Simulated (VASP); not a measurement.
Set up this calculation in VASP 6.6.1, as the native input.

```
Task                   : relaxation of cell and atoms
Functional             : PBE
Potentials or basis    : VASP PAW PBE potentials, release 64 (W_sv)
Cutoff                 : 520 eV
k mesh                 : 18 × 18 × 18
Occupations            : gaussian, width 0.1 eV
Spin                   : no spin polarisation
Further INCAR settings : ALGO = Normal; EDIFF = 1e-07; IBRION = 2; POTIM = 0.3; EDIFFG = -0.005; NSW = 60; ISIF = 3
```

The structure of W lies in POSCAR:

```
W                                       
1.0
    0.0000000000      2.0196872441      2.0196872441
    2.0196872441     -0.0000000000      2.0196872441
    2.0196872441      2.0196872441      0.0000000000
  W             
     1
Direct
     0.0000000000000000    0.0000000000000000    0.0000000000000000
```

This isn't the form of W at room conditions, which is bcc.

One way to write it, as run:

INCAR

```
PREC = Accurate
ENCUT = 520
EDIFF = 1E-7
ISMEAR = 0
SIGMA = 0.1
LREAL = False
LASPH = True
NELM = 120
ALGO = Normal
ISIF = 3
LWAVE = False
LCHARG = False
GGA = PE
IBRION = 2
NSW = 60
EDIFFG = -0.005
POTIM = 0.3
```

KPOINTS

```
Automatic mesh
0
Gamma
  18 18 18
```

Potentials or basis: VASP PAW PBE potentials, release 64 (W_sv).

The run is started by

```bash
$ cat potpaw_PBE.64/W_sv/POTCAR > POTCAR
$ mpirun -np 1 vasp_std > vasp.out
```

It gave:

The pressure after relaxing is 0.0 GPa and the band gap on the k mesh is none (metal or under the smearing width).

Caveat: the relaxation stopped at its first step, so nothing moved.

It took 17 s on 1 thread of Intel(R) Xeon(R) Platinum 8375C CPU @ 2.90GHz (Ice Lake), with other jobs on the host, peak memory 0.17 GiB.
